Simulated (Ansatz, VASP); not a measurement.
# CaB: VASP beside Ansatz

```
Ca B
1.0
     3.57769    0.00000    0.00000
    -1.78884    3.09837    0.00000
     0.00000    0.00000    3.73805
Ca B
1 1
Direct
  0.66667 0.33333 0.50000
  0.33333 0.66667 0.00000
```

Alike in both runs: task relaxation of cell and atoms; functional PBE; k mesh 6 × 6 × 6; occupations gaussian, width 0.1 eV; no spin polarisation.

|  | VASP | Ansatz |
| --- | --- | --- |
| version | VASP 6.6.1 | Ansatz 0.2.0 |
| potentials or method | VASP PAW PBE potentials, release 64 (Ca_sv, B) | scalar-relativistic, plane waves, PAW |
| plane-wave cutoff (eV) | 600 | 420 |
| valence electrons in the cell | 13 | 13 |

VASP gave:

```
gap on the k mesh at the Fermi level, each at its own relaxed structure (eV) : none
relaxed volume (Å³/atom)                                                     : 20.91
relaxed cell length with the largest relative difference (Å)                 : 3.637
energy change over the relaxation (meV/atom)                                 : -2
```

Estimate Ansatz's values.

gap on the k mesh at the Fermi level, each at its own relaxed structure (eV): none; relaxed volume (Å³/atom): 20.77; relaxed cell length with the largest relative difference (Å): 3.628; energy change over the relaxation (meV/atom): -2.

A gap of «none» marks a metal or a gap that the smearing closes.
